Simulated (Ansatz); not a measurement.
Crystal: Ga2O3.

```xyz
10
Lattice="6.1070 -1.5186 0.0000 6.1070 1.5186 0.0000 -1.3860 0.0000 5.6300" Properties=species:S:1:pos:R:3 pbc="T T T"
Ga    3.2184    0.0000    3.8621
Ga    7.6096    0.0000    1.7679
Ga   10.8240    0.0000    1.1564
Ga    0.0041    0.0000    4.4736
O     5.1267    0.0000    4.1853
O     5.7013    0.0000    1.4447
O     9.4919    0.0000    2.4592
O     1.3361    0.0000    3.1708
O     8.9710    0.0000    5.0118
O     1.8570    0.0000    0.6182
```

```yaml
Program: Ansatz 0.2.0
Task: relaxation of cell and atoms
Functional: RPBE
Dispersion: D3(BJ)
Potentials_or_basis: Ansatz PAW
Cutoff: "420 eV (not typed: the program's choice for these potentials)"
k_mesh: 9 × 9 × 5
Occupations: fermi-dirac, width 0.05 eV
Spin: no spin polarisation
```

At the start: volume 10.44 Å³/atom.

Question: Where does the relaxation end?

Answer: It ends after 10 steps and the volume is 10.22 Å³/atom (-2.1 %); space group C2/m (No. 12, to 0.05 Å).

The path:
```
step  energy change (eV)  largest force (eV/Å)  volume (Å³)
   1              0.0000                0.3148       104.42
   2             -0.0432                0.1488       103.27
   3             -0.0556                0.0987       102.51
   4             -0.0570                0.1920       102.45
   5             -0.0607                0.0257       102.42
   6             -0.0620                0.0262       102.28
   7             -0.0619                0.0030       102.32
   8             -0.0540                0.0025       102.32
   9             -0.0546                0.0013       102.21
  10             -0.0541                0.0013       102.21
```

Final structure:
```yaml
crystal:
  lattice:
    - [5.99305, -1.51548, -0.01348]
    - [5.99305, 1.51548, -0.01348]
    - [-1.37256, 0.00000, 5.63020]
  atoms:
    - { symbol: Ga, position: [0.34062, 0.34062, 0.68481] }
    - { symbol: Ga, position: [0.65938, 0.65938, 0.31519] }
    - { symbol: Ga, position: [0.90541, 0.90541, 0.19868] }
    - { symbol: Ga, position: [0.09459, 0.09459, 0.80132] }
    - { symbol: O, position: [0.50501, 0.50501, 0.75266] }
    - { symbol: O, position: [0.49499, 0.49499, 0.24734] }
    - { symbol: O, position: [0.83013, 0.83013, 0.44406] }
    - { symbol: O, position: [0.16987, 0.16987, 0.55594] }
    - { symbol: O, position: [0.82466, 0.82466, 0.88704] }
    - { symbol: O, position: [0.17534, 0.17534, 0.11296] }
```

Caveat: the plane-wave basis is chosen anew once the cell has moved, so the energies of steps on either side of that aren't comparable; the pressure holds a Pulay correction of +0.7 GPa for the finite cutoff; the PAW data sets come from PBE, with cores solved anew for the run's functional, which leaves a small shift of forces and pressure.
